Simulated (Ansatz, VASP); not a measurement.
# MgS in VASP and in Ansatz

File INCAR:

```
PREC = Accurate
ENCUT = 520
EDIFF = 1E-6
ISMEAR = 0
SIGMA = 0.05
LREAL = False
LASPH = True
NELM = 80
ALGO = Normal
ISIF = 2
LWAVE = False
LCHARG = True
GGA = PS
LELF = True
LVHAR = True
NBANDS = 11
```

KPOINTS

```
regular mesh
0
Gamma
  8 8 8
```

File POSCAR:

```
MgS
1.0
    0.0000000000      2.7317325000      2.7317325000
    2.7317325000      0.0000000000      2.7317325000
    2.7317325000      2.7317325000      0.0000000000
Mg S
1 1
Direct
    0.0000000000      0.0000000000      0.0000000000
    0.5000000000      0.5000000000      0.5000000000
```

Input for Ansatz:

```yaml
crystal:
  lattice:
    - [0.0, 2.7317325, 2.7317325]
    - [2.7317325, 0.0, 2.7317325]
    - [2.7317325, 2.7317325, 0.0]
  atoms:
    - { symbol: Mg, position: [0.0, 0.0, 0.0] }
    - { symbol: S, position: [0.5, 0.5, 0.5] }
basis:
  ecutwfc: 420
kpoints:
  mp_grid: { grid: [8, 8, 8] }
hamiltonian:
  xc: pbesol
scf:
  occupations: { method: gaussian, width: 0.05 }
output:
  forces: true
  stress: true
  eigenvalues: true
```

Change from the starting cell: strain +0.050 along x and y, +0.050 along z, atoms carried along.

Alike in both runs: task single point; functional PBEsol; k mesh 8 × 8 × 8; occupations gaussian, width 0.05 eV; no spin polarisation.

|  | VASP | Ansatz |
| --- | --- | --- |
| version | VASP 6.6.1 | Ansatz 0.2.0 |
| potentials or method | VASP PAW PBE potentials, release 64 (Mg, S) | scalar-relativistic, plane waves, PAW |
| plane-wave cutoff (eV) | 520 | 420 |
| valence electrons in the cell | 8 | 16 |

```tsv
	VASP	Ansatz	Ansatz less VASP
gap on the k mesh at the Fermi level (eV)	2.39	2.40	+0.008
least direct gap on the mesh (eV)	2.56	2.56	+0.006
pressure (GPa)	-9.2	-9.0	+0.20
```

The two sets of potentials don't hold the same shells in valence.

Caveats: the PAW data sets were made with another functional, which shifts forces and pressure a little (VASP). A k mesh can miss the band edges.
